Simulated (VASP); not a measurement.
Set up this calculation in VASP 6.6.1, as the native input.

```yaml
Task: relaxation of cell and atoms
Functional: r2SCAN
Dispersion: rVV10
Potentials_or_basis: VASP PAW PBE potentials, release 64 (Se, W_sv)
Cutoff: 600 eV
k_mesh: 12 × 12 × 1
Occupations: gaussian, width 0.03 eV
Spin: no spin polarisation
Further_INCAR_settings: ALGO = Normal; EDIFF = 1e-07; IBRION = 2; EDIFFG = -0.005; NSW = 90; ISIF = 3
```

The structure of WSe2 lies in POSCAR:

```
WSe2                                    
1.0
    3.3049163623      0.0000000000      0.0000000000
   -1.6524581812      2.8621415287      0.0000000000
    0.0000000000      0.0000000000     21.3462600000
  Se              W             
     2     1
Direct
     0.3333333300000021    0.6666666699999979    0.4219132696885827
     0.3333333300000021    0.6666666699999979    0.5780867303114172
     0.6666666699999979    0.3333333300000021    0.5000000000000000
```

One way to write it, as run:

INCAR

```
PREC     = Accurate       # precision mode
ENCUT    = 600            # plane-wave cutoff, eV
EDIFF    = 1E-7           # SCF threshold, eV
ISMEAR   = 0              # smearing method
SIGMA    = 0.03           # smearing width, eV
LREAL    = F              # projectors in reciprocal space
LASPH    = T              # aspherical terms in the spheres
NELM     = 120            # most SCF steps
ALGO     = Normal         # electronic algorithm
ISIF     = 3              # what is computed and relaxed
LWAVE    = F              # write WAVECAR
LCHARG   = F              # write CHGCAR
METAGGA  = R2SCAN         # meta-GGA
LMIXTAU  = T            
LUSE_VDW = T            
IVDW_NL  = 2            
BPARAM   = 11.95        
CPARAM   = 0.0093       
IBRION   = 2              # ionic algorithm
NSW      = 90             # ionic steps
EDIFFG   = -0.005         # ionic threshold
LATTICE_CONSTRAINTS= .TRUE. .TRUE. .FALSE.
KPAR     = 2
```

KPOINTS

```
Automatic mesh
0
Gamma
  12 12 1
```

Potentials or basis: VASP PAW PBE potentials, release 64 (Se, W_sv).

The run is started by

```console
$ cat potpaw_PBE.64/Se/POTCAR potpaw_PBE.64/W_sv/POTCAR > POTCAR
$ mpirun -np 2 vasp_std > vasp.out
```

It gave:

- Band gap on the k mesh: 1.69 eV, direct

Caveat: the relaxation stopped at its first step, so nothing moved; spin-orbit coupling is left out, which moves the levels of the heavy elements.

Wall time 32 min on 2 MPI ranks on Intel(R) Xeon(R) Platinum 8259CL CPU @ 2.50GHz (Skylake/Cascade Lake), with other jobs on the host, peak memory 0.92 GiB a rank.
